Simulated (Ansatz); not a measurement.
The system is AgCl (Chlorargyrite).

```
Ag Cl
1.0
     0.00000    2.73500    2.73500
     2.73500    0.00000    2.73500
     2.73500    2.73500    0.00000
Ag Cl
1 1
Direct
  0.00000 0.00000 0.00000
  0.50000 0.50000 0.50000
```

Base run:

```yaml
Program: Ansatz 0.2.0
Functional: PBE
Potentials_or_basis: all-electron LAPW, scalar-relativistic
Cutoff: 217 eV
Density_cutoff: 868 eV
Basis_error_allowed: 0.001 eV/atom
k_mesh: 8 × 8 × 8
Occupations: fermi-dirac, width 0.05 eV
Spin: no spin polarisation
```

Its results: band gap on the k mesh 0.91 eV, indirect (least direct gap 3.32 eV); pressure 3.9 GPa.

Q: After a change of settings the same cell gave: band gap on the k mesh 1.06 eV, indirect (least direct gap 3.40 eV); pressure 4.0 GPa. Which change was it?
A. k mesh from 8 × 8 × 8 to 5 × 5 × 5; occupations from fermi-dirac, width 0.05 eV to fermi-dirac, width 0.03 eV
B. functional from PBE to LDA; occupations from fermi-dirac, width 0.05 eV to gaussian, width 0.02 eV
C. potentials or basis from all-electron LAPW, scalar-relativistic to all-electron PAW datasets made for the crystal; k mesh from 8 × 8 × 8 to 6 × 6 × 6
D. functional from PBE to PBEsol

A: A.

Caveats: an odd mesh through Γ misses points on the zone boundary, where band edges often lie (some runs).

Not every run made on this cell is shown here.
